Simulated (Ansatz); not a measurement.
## Core-level photoemission in RbBr

Cell: a structure deposited in the COD, its atoms then relaxed with PBE in this cell, repeated to a supercell; a hole's nearest image is 6.9 Å away.

Space group Fm-3m (No. 225); a = 6.8540 Å.

```csv
site,Wyckoff,site symmetry,x,y,z
Rb1,4a,m-3m,0.0000,0.0000,0.0000
Br5,4b,m-3m,0.5000,0.5000,0.5000
```

One atom of each set is listed.

All values are calculated (Ansatz; DFT, PBE, plane waves and PAW, scalar-relativistic, 420 eV cutoff, Γ-centred 3×3×3 k-points, fixed occupations), not measured.

Each value is a total-energy difference between the cell with one core hole and the ground state (ΔSCF), counted from the top of the valence band. The cell with the hole is spin-polarised, as the shell with the hole is left with one unpaired spin. The periodic images are corrected with the calculated ε∞ = 2.55.

Q: What binding energies does the calculation give for Rb 3d, Br 3d?

A: 

```
 line  atom     first shell  E_B (eV)  j = l + ½ / j = l − ½ (eV)
Rb 3d     1  6 Br at 3.43 Å     108.0               107.4 / 108.8
Br 3d     5  6 Rb at 3.43 Å      66.8                 66.4 / 67.4
```

For p, d and f shells E_B is the weighted mean of the two lines, whose splitting comes from the free atom's Dirac orbitals.

The program doubts some values: the cell is too small to check the potential alignment. Absolute PBE values can be off by an eV or more, and the 3d and 4f lines of heavy atoms by several eV. Multiplets, satellites and widths aren't calculated.

The run took 21 s of wall time (21 s of CPU time) and 0.68 GiB at its peak, on 1 thread of AMD EPYC 7R43 64-Core Processor (Zen 3) (x86_64; 48 cores open to the job, memory cap 2.5 GiB, no GPU), a shared host with a load of 0.5 a core.
